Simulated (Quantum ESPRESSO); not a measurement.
# InSe (P-6m2) in Quantum ESPRESSO: equation of state

Aim: energy against volume of InSe in PBEsol, for its equilibrium volume and stiffness.

Program: Quantum ESPRESSO 7.5. These are calculated values, not measurements. Logs are shortened: lines on timing, memory, paths and dates and some standing lists are left out, and cuts for length are marked.

### Step 1. The structure

The structure is hexagonal, space group P-6m2 (No. 187). The conventional cell has a = 4.047 Å, b = 4.047 Å, c = 18.052 Å, α = 90.00°, β = 90.00°, γ = 120.00°. Around In (site symmetry 3m) lie 3 Se at 2.65 Å and 1 In at 2.79 Å. In (site symmetry 3m) has 3 Se at 2.65 Å and 1 In at 2.79 Å as nearest neighbours. Se (site symmetry 3m) is surrounded by 3 In at 2.65 Å. Se (site symmetry 3m) is surrounded by 3 In at 2.65 Å.

Measurements of this composition are mostly on another form, of space group No. 160.

### Step 2. Single point, PBEsol, 30.09 Å³/atom

pw.in

```
&CONTROL
  calculation = 'scf'
  prefix = 'pwscf'
  outdir = './tmp'
  pseudo_dir = './pseudo'
  tprnfor = .true.
  tstress = .true.
  disk_io = 'nowf'
/
&SYSTEM
  ibrav = 0
  nat = 8
  ntyp = 2
  ecutwfc = 56
  ecutrho = 448
  nbnd = 50
  occupations = 'smearing'
  smearing = 'fd'
  degauss = 0.00367493
/
&ELECTRONS
  conv_thr = 1.6d-09
  electron_maxstep = 120
  mixing_beta = 0.5
/
ATOMIC_SPECIES
In   114.8180 in_pbesol_v1.4.uspp.F.UPF
Se    78.9710 se_pbesol_v1.uspp.F.UPF
CELL_PARAMETERS angstrom
   3.9647075745    0.0000000000    0.0000000000
  -1.9823537873    3.4335374781    0.0000000000
   0.0000000000    0.0000000000   17.6835520195
ATOMIC_POSITIONS crystal
In     0.3333333333    0.6666666667    0.0773904900
In     0.3333333333    0.6666666667    0.9226095100
In     0.0000000000    0.0000000000    0.4226063200
In     0.0000000000    0.0000000000    0.5773936800
Se     0.3333333333    0.6666666667    0.3529842800
Se     0.3333333333    0.6666666667    0.6470157200
Se     0.6666666667    0.3333333333    0.1469999300
Se     0.6666666667    0.3333333333    0.8530000700
K_POINTS automatic
8 8 2 0 0 0
```

Potentials or basis: GBRV 1.5 PBEsol.

Run with:

```console
OMP_NUM_THREADS=1 mpirun -n 2 pw.x -nk 2 -in pw.in > pw.out
```

pw.out:

```text
This program is part of the open-source Quantum ESPRESSO suite
     for quantum simulation of materials; please cite
[... 13 lines left out ...]
     --------------------
     sticks:   dense  smooth     PW     G-vecs:    dense   smooth      PW
     Sum        1735     859    253               260211    91965   14245

     Using Slab Decomposition

     bravais-lattice index     =            0
     lattice parameter (alat)  =       7.4922  a.u.
     unit-cell volume          =    1624.4975 (a.u.)^3
     number of atoms/cell      =            8
     number of atomic types    =            2
     number of electrons       =        76.00
     number of Kohn-Sham states=           50
     kinetic-energy cutoff     =      56.0000  Ry
     charge density cutoff     =     448.0000  Ry
     scf convergence threshold =      1.6E-09
     mixing beta               =       0.5000
     number of iterations used =            8  plain     mixing
     Exchange-correlation= SLA  PW   PSX  PSC
                           (   1   4  10   8   0   0   0)

     celldm(1)=   7.492211  celldm(2)=   0.000000  celldm(3)=   0.000000
     celldm(4)=   0.000000  celldm(5)=   0.000000  celldm(6)=   0.000000

     crystal axes: (cart. coord. in units of alat)
               a(1) = (   1.000000   0.000000   0.000000 )
               a(2) = (  -0.500000   0.866025   0.000000 )
               a(3) = (   0.000000   0.000000   4.460241 )

     reciprocal axes: (cart. coord. in units 2 pi/alat)
               b(1) = (  1.000000  0.577350 -0.000000 )
               b(2) = (  0.000000  1.154701  0.000000 )
               b(3) = (  0.000000 -0.000000  0.224203 )

     PseudoPot. # 1 for In read from file:
     in_pbesol_v1.4.uspp.F.UPF
     Pseudo is Ultrasoft + core correction, Zval = 13.0
     Generated by new atomic code, or converted to UPF format
     Using radial grid of  889 points,  6 beta functions with:
                l(1) =   0
                l(2) =   0
                l(3) =   1
                l(4) =   1
                l(5) =   2
                l(6) =   2
     Q(r) pseudized with  6 coefficients,  rinner =    1.400   1.400   1.400
                                                       1.400   1.400

     PseudoPot. # 2 for Se read from file:
     se_pbesol_v1.uspp.F.UPF
     Pseudo is Ultrasoft + core correction, Zval =  6.0
     Generated by new atomic code, or converted to UPF format
     Using radial grid of  877 points,  6 beta functions with:
                l(1) =   0
                l(2) =   0
                l(3) =   1
                l(4) =   1
                l(5) =   2
                l(6) =   2
     Q(r) pseudized with  8 coefficients,  rinner =    1.300   1.300   1.300
                                                       1.300   1.300

     atomic species   valence    mass     pseudopotential
     In               13.00   114.81800     In( 1.00)
     Se                6.00    78.97100     Se( 1.00)

     12 Sym. Ops. (no inversion) found

   Cartesian axes

     site n.     atom                  positions (alat units)
         1        In     tau(   1) = (  -0.0000000   0.5773503   0.3451803  )
         2        In     tau(   2) = (  -0.0000000   0.5773503   4.1150609  )
         3        In     tau(   3) = (   0.0000000   0.0000000   1.8849261  )
         4        In     tau(   4) = (   0.0000000   0.0000000   2.5753151  )
         5        Se     tau(   5) = (  -0.0000000   0.5773503   1.5743950  )
         6        Se     tau(   6) = (  -0.0000000   0.5773503   2.8858462  )
         7        Se     tau(   7) = (   0.5000000   0.2886751   0.6556551  )
         8        Se     tau(   8) = (   0.5000000   0.2886751   3.8045860  )

     number of k points=    20  Fermi-Dirac smearing, width (Ry)=  0.0037
                       cart. coord. in units 2pi/alat
        k(    1) = (   0.0000000   0.0000000   0.0000000), wk =   0.0156250
        k(    2) = (   0.0000000   0.0000000  -0.1121016), wk =   0.0156250
        k(    3) = (   0.0000000   0.1443376   0.0000000), wk =   0.0937500
        k(    4) = (   0.0000000   0.1443376  -0.1121016), wk =   0.0937500
        k(    5) = (   0.0000000   0.2886751   0.0000000), wk =   0.0937500
        k(    6) = (   0.0000000   0.2886751  -0.1121016), wk =   0.0937500
[... 12 lines left out ...]
        k(   19) = (   0.2500000   0.5773503   0.0000000), wk =   0.0937500
        k(   20) = (   0.2500000   0.5773503  -0.1121016), wk =   0.0937500

     Dense  grid:   260211 G-vectors     FFT dimensions: (  54,  54, 225)

     Smooth grid:    91965 G-vectors     FFT dimensions: (  36,  36, 160)

     Initial potential from superposition of free atoms

     starting charge      69.9997, renormalised to      76.0000
     Starting wfcs are   52 randomized atomic wfcs

     Self-consistent Calculation

     iteration #  1     ecut=    56.00 Ry     beta= 0.50
     Davidson diagonalization with overlap
     ethr =  1.00E-02,  avg # of iterations =  4.7

     total energy              =    -703.68440685 Ry
     estimated scf accuracy    <       8.19224600 Ry

     iteration #  2     ecut=    56.00 Ry     beta= 0.50
     Davidson diagonalization with overlap
     ethr =  1.00E-02,  avg # of iterations =  2.0
[... 11 lines left out ...]
     iteration #  4     ecut=    56.00 Ry     beta= 0.50
     Davidson diagonalization with overlap
     ethr =  2.63E-04,  avg # of iterations =  2.4

     total energy              =    -706.24138470 Ry
     estimated scf accuracy    <       0.01170660 Ry

     iteration #  5     ecut=    56.00 Ry     beta= 0.50
     Davidson diagonalization with overlap
     c_bands:  1 eigenvalues not converged
     ethr =  1.54E-05,  avg # of iterations =  5.3

     total energy              =    -706.24269875 Ry
     estimated scf accuracy    <       0.00058222 Ry

     iteration #  6     ecut=    56.00 Ry     beta= 0.50
     Davidson diagonalization with overlap
     ethr =  7.66E-07,  avg # of iterations =  4.8

     total energy              =    -706.24284963 Ry
     estimated scf accuracy    <       0.00001888 Ry
[... 26 lines left out ...]
     total energy              =    -706.24287478 Ry
     estimated scf accuracy    <          9.3E-09 Ry

     iteration # 11     ecut=    56.00 Ry     beta= 0.50
     Davidson diagonalization with overlap
     ethr =  1.23E-11,  avg # of iterations =  2.8

     End of self-consistent calculation

          k = 0.0000 0.0000 0.0000 ( 11485 PWs)   bands (ev):

    -9.0052  -9.0028  -8.7805  -8.7805  -8.7782  -8.7782  -8.6808  -8.6808
    -8.6785  -8.6785  -8.6650  -8.6650  -8.6627  -8.6627  -8.5162  -8.5085
    -8.4615  -8.4615  -8.4591  -8.4591  -7.8241  -7.7387  -7.6004  -7.5142
    -0.5316  -0.3481   1.7280   2.2927   4.4842   4.4842   4.5272   4.5364
     4.5364   4.5735   4.5735   4.6284   4.6284   5.6116   6.3957   7.2134
     7.8759   7.8945  10.1241  10.1241  10.1592  10.1592  11.3946  11.3947
    11.4504  11.4504
[... 63 lines left out ...]
    -9.1423  -9.1401  -9.0295  -9.0273  -8.9241  -8.9217  -8.7757  -8.7734
    -8.6958  -8.6934  -8.6073  -8.6050  -8.5984  -8.5961  -8.5348  -8.5324
    -8.4682  -8.4658  -8.2958  -8.2932  -6.6704  -6.6680  -6.5368  -6.5343
    -0.5354  -0.5332   0.3730   0.3737   2.1508   2.1585   3.3164   3.3369
     3.4803   3.4818   3.7014   3.7029   4.5274   4.5458   7.3464   7.3975
     7.7607   7.8637   9.4221   9.5100   9.8822   9.9233  10.5387  10.5420
    12.1505  12.2587

          k = 0.0000-0.5774 0.0000 ( 11540 PWs)   bands (ev):

    -9.1755  -9.1718  -9.0654  -9.0614  -8.9221  -8.9196  -8.7768  -8.7745
    -8.7008  -8.6985  -8.5951  -8.5928  -8.5848  -8.5824  -8.5393  -8.5368
    -8.4687  -8.4663  -8.2805  -8.2779  -6.4548  -6.4237  -6.3496  -6.3179
    -0.8125  -0.7884  -0.0746  -0.0287   2.3176   2.4504   3.3048   3.3049
     3.3945   3.5131   3.5331   3.6139   4.0233   4.1649   7.2248   7.4052
     7.4855   7.6511   9.1703   9.4682   9.5683   9.7133  10.4010  10.6177
    12.0249  12.6029

          k = 0.0000-0.5774-0.1121 ( 11476 PWs)   bands (ev):

    -9.1748  -9.1725  -9.0645  -9.0623  -8.9220  -8.9196  -8.7767  -8.7744
    -8.7008  -8.6985  -8.5951  -8.5928  -8.5848  -8.5824  -8.5392  -8.5368
    -8.4686  -8.4662  -8.2805  -8.2779  -6.4428  -6.4402  -6.3328  -6.3302
    -0.8014  -0.7999  -0.0518  -0.0517   2.3760   2.3925   3.3389   3.3404
     3.3674   3.4258   3.5727   3.5742   4.0962   4.1471   7.1895   7.2587
     7.5936   7.7398   9.1997   9.3038   9.6852   9.7042  10.4996  10.5029
    12.3480  12.4032

          k = 0.1250 0.2165 0.0000 ( 11449 PWs)   bands (ev):
[... 91 lines left out ...]
    -9.1738  -9.1716  -9.0731  -9.0709  -8.9208  -8.9183  -8.8003  -8.7980
    -8.6732  -8.6709  -8.6134  -8.6110  -8.6078  -8.6055  -8.5138  -8.5114
    -8.4886  -8.4862  -8.2776  -8.2750  -6.2832  -6.2806  -6.1903  -6.1876
    -0.6482  -0.6471   0.1234   0.1241   1.7979   1.8059   2.1773   2.1910
     3.0694   3.0704   3.6362   3.6609   4.0446   4.0829   7.7007   7.7185
     8.4111   8.4162   9.2608   9.3142  10.2334  10.3578  11.2494  11.2811
    11.8785  11.9183

     the Fermi energy is     6.0300 ev

!    total energy              =    -706.24287478 Ry
     estimated scf accuracy    <          8.0E-10 Ry
     smearing contrib. (-TS)   =      -0.00000071 Ry
     internal energy E=F+TS    =    -706.24287408 Ry

     The total energy is F=E-TS. E is the sum of the following terms:
     one-electron contribution =    -328.33971353 Ry
     hartree contribution      =     211.98334720 Ry
     xc contribution           =    -267.34996401 Ry
     ewald contribution        =    -322.53654373 Ry

     convergence has been achieved in  11 iterations

     Forces acting on atoms (cartesian axes, Ry/au):

     atom    1 type  1   force =     0.00000000    0.00000000   -0.01076805
     atom    2 type  1   force =     0.00000000    0.00000000    0.01076805
     atom    3 type  1   force =     0.00000000   -0.00000000    0.01072154
     atom    4 type  1   force =     0.00000000   -0.00000000   -0.01072154
     atom    5 type  2   force =    -0.00000000   -0.00000000   -0.02032999
     atom    6 type  2   force =     0.00000000    0.00000000    0.02032999
     atom    7 type  2   force =     0.00000000   -0.00000000    0.02035132
     atom    8 type  2   force =     0.00000000   -0.00000000   -0.02035132

     Total force =     0.046008     Total SCF correction =     0.000116

     Computing stress (Cartesian axis) and pressure

          total   stress  (Ry/bohr**3)                   (kbar)     P=       21.06
   0.00014270   0.00000000   0.00000000           20.99        0.00        0.00
   0.00000000   0.00014270   0.00000000            0.00       20.99        0.00
   0.00000000   0.00000000   0.00014415            0.00        0.00       21.20

=------------------------------------------------------------------------------=
   JOB DONE.
=------------------------------------------------------------------------------=
```

It took 3 min on 2 MPI ranks of Arm Neoverse V2, shared host; peak memory 1.3 GiB.

What came out:

- Free energy: -9608.9238 eV
- Pressure: 2.1 GPa
- Largest force: 0.523 eV/Å
- Band gap on the k mesh: 0.78 eV, direct

Caveat: spin-orbit coupling is left out, which moves the levels of the heavy elements; this functional lacks dispersion, which binds the layers, so the pressure and a relaxed spacing across them are unreliable.

### Step 3. Single point, PBEsol, 30.73 Å³/atom

pw.in, as its differences from that of step 2:

```diff
@@ -29,5 +29,5 @@
 CELL_PARAMETERS angstrom
-   3.9647075745    0.0000000000    0.0000000000
-  -1.9823537873    3.4335374781    0.0000000000
-   0.0000000000    0.0000000000   17.6835520195
+   3.9926289703    0.0000000000    0.0000000000
+  -1.9963144852    3.4577181162    0.0000000000
+   0.0000000000    0.0000000000   17.8080881791
 ATOMIC_POSITIONS crystal
```

Potentials or basis: GBRV 1.5 PBEsol.

Run with:

```console
OMP_NUM_THREADS=1 mpirun -n 2 pw.x -nk 2 -in pw.in > pw.out
```

Run time: 3.1 min. Hardware: 2 MPI ranks of Arm Neoverse V2, shared host; peak memory 1.3 GiB.

Results (log left out):

| Property | Result |
| --- | --- |
| Free energy | -9608.9761 eV |
| Pressure | 1.0 GPa |
| Largest force | 0.339 eV/Å |
| Band gap on the k mesh | 0.73 eV, direct |

Caveat: spin-orbit coupling is left out, which moves the levels of the heavy elements; this functional lacks dispersion, which binds the layers, so the pressure and a relaxed spacing across them are unreliable.

### Step 4. Single point, PBEsol, 31.37 Å³/atom

pw.in, as its differences from that of step 3:

```diff
@@ -29,5 +29,5 @@
 CELL_PARAMETERS angstrom
-   3.9926289703    0.0000000000    0.0000000000
-  -1.9963144852    3.4577181162    0.0000000000
-   0.0000000000    0.0000000000   17.8080881791
+   4.0201652126    0.0000000000    0.0000000000
+  -2.0100826064    3.4815652016    0.0000000000
+   0.0000000000    0.0000000000   17.9309064614
 ATOMIC_POSITIONS crystal
```

Run with:

```console
OMP_NUM_THREADS=1 mpirun -n 2 pw.x -nk 2 -in pw.in > pw.out
```

Run time: 3.3 min. Hardware: 2 MPI ranks of Arm Neoverse V2, shared host; peak memory 1.4 GiB.

The run converged. Its results:

- Free energy: -9608.9941 eV
- Pressure: 0.0 GPa
- Largest force: 0.169 eV/Å
- Band gap on the k mesh: 0.67 eV, direct

Caveat: spin-orbit coupling is left out, which moves the levels of the heavy elements; this functional lacks dispersion, which binds the layers, so the pressure and a relaxed spacing across them are unreliable.

### Step 5. Single point, PBEsol, 32.01 Å³/atom

pw.in, as its differences from that of step 4:

```diff
@@ -29,5 +29,5 @@
 CELL_PARAMETERS angstrom
-   4.0201652126    0.0000000000    0.0000000000
-  -2.0100826064    3.4815652016    0.0000000000
-   0.0000000000    0.0000000000   17.9309064614
+   4.0473293151    0.0000000000    0.0000000000
+  -2.0236646576    3.5050900044    0.0000000000
+   0.0000000000    0.0000000000   18.0520649100
 ATOMIC_POSITIONS crystal
```

Run with:

```console
OMP_NUM_THREADS=1 mpirun -n 2 pw.x -nk 2 -in pw.in > pw.out
```

It took 3.5 min on 2 MPI ranks of Arm Neoverse V2, shared host; peak memory 1.4 GiB.

The run converged. Its results:

* Free energy: -9608.9816 eV
* Pressure: -0.9 GPa
* Largest force: 0.067 eV/Å
* Band gap on the k mesh: 0.62 eV, direct

Caveat: spin-orbit coupling is left out, which moves the levels of the heavy elements; this functional lacks dispersion, which binds the layers, so the pressure and a relaxed spacing across them are unreliable.

### Step 6. Single point, PBEsol, 32.65 Å³/atom

pw.in, as its differences from that of step 5:

```diff
@@ -29,5 +29,5 @@
 CELL_PARAMETERS angstrom
-   4.0473293151    0.0000000000    0.0000000000
-  -2.0236646576    3.5050900044    0.0000000000
-   0.0000000000    0.0000000000   18.0520649100
+   4.0741336016    0.0000000000    0.0000000000
+  -2.0370668009    3.5283031975    0.0000000000
+   0.0000000000    0.0000000000   18.1716184929
 ATOMIC_POSITIONS crystal
```

Potentials or basis: GBRV 1.5 PBEsol.

Run with:

```console
OMP_NUM_THREADS=1 mpirun -n 2 pw.x -nk 2 -in pw.in > pw.out
```

Run time: 3.5 min. Hardware: 2 MPI ranks of Arm Neoverse V2, shared host; peak memory 1.4 GiB.

The run converged. Its results:

| Quantity | Value |
| --- | --- |
| Free energy | -9608.9420 eV |
| Pressure | -1.7 GPa |
| Largest force | 0.134 eV/Å |
| Band gap on the k mesh | 0.58 eV, direct |

Caveat: spin-orbit coupling is left out, which moves the levels of the heavy elements; this functional lacks dispersion, which binds the layers, so the pressure and a relaxed spacing across them are unreliable.

### Step 7. Single point, PBEsol, 33.29 Å³/atom

pw.in, as its differences from that of step 6:

```diff
@@ -29,5 +29,5 @@
 CELL_PARAMETERS angstrom
-   4.0741336016    0.0000000000    0.0000000000
-  -2.0370668009    3.5283031975    0.0000000000
-   0.0000000000    0.0000000000   18.1716184929
+   4.1005897560    0.0000000000    0.0000000000
+  -2.0502948780    3.5512148992    0.0000000000
+   0.0000000000    0.0000000000   18.2896193219
 ATOMIC_POSITIONS crystal
```

Run with:

```console
OMP_NUM_THREADS=1 mpirun -n 2 pw.x -nk 2 -in pw.in > pw.out
```

Run time: 3.5 min. Hardware: 2 MPI ranks of Arm Neoverse V2, shared host; peak memory 1.4 GiB.

The run converged. Its results:

- Free energy: -9608.8783 eV
- Pressure: -2.4 GPa
- Largest force: 0.268 eV/Å
- Band gap on the k mesh: 0.54 eV, direct

Caveat: spin-orbit coupling is left out, which moves the levels of the heavy elements; this functional lacks dispersion, which binds the layers, so the pressure and a relaxed spacing across them are unreliable.

### Step 8. Single point, PBEsol, 33.93 Å³/atom

pw.in, as its differences from that of step 7:

```diff
@@ -29,5 +29,5 @@
 CELL_PARAMETERS angstrom
-   4.1005897560    0.0000000000    0.0000000000
-  -2.0502948780    3.5512148992    0.0000000000
-   0.0000000000    0.0000000000   18.2896193219
+   4.1267088662    0.0000000000    0.0000000000
+  -2.0633544332    3.5738347122    0.0000000000
+   0.0000000000    0.0000000000   18.4061168534
 ATOMIC_POSITIONS crystal
```

Run with:

```console
OMP_NUM_THREADS=1 mpirun -n 2 pw.x -nk 2 -in pw.in > pw.out
```

Wall time 3.5 min (2 MPI ranks of Arm Neoverse V2, shared host); peak memory 1.5 GiB.

It converged, with:

```yaml
Free_energy: -9608.7932 eV
Pressure: -3.1 GPa
Largest_force: 0.392 eV/Å
Band_gap_on_the_k_mesh: 0.50 eV, direct
```

Caveat: spin-orbit coupling is left out, which moves the levels of the heavy elements; this functional lacks dispersion, which binds the layers, so the pressure and a relaxed spacing across them are unreliable.

### Step 9. Equation of state, PBEsol

Potentials or basis: GBRV 1.5 PBEsol.

No new run: the results of the series are fitted here.

What came out:

```yaml
Equilibrium_volume: 31.42 Å³/atom
Bulk_modulus_at_fixed_shape_and_positions: 46 GPa
Pressure_derivative_of_the_bulk_modulus: 4.8
```

Energy against volume, from the lowest point:
```csv
volume (Å³/atom),energy (meV/atom)
30.091,8.78
30.731,2.25
31.371,0.00
32.011,1.56
32.652,6.51
33.292,14.47
33.932,25.11
```

Caveat: the cell was scaled at fixed shape and fractional positions, which overstates the stiffness of a crystal with free parameters, most of all of layers and chains; this functional lacks dispersion, which binds the layers, so the pressure and a relaxed spacing across them are unreliable.
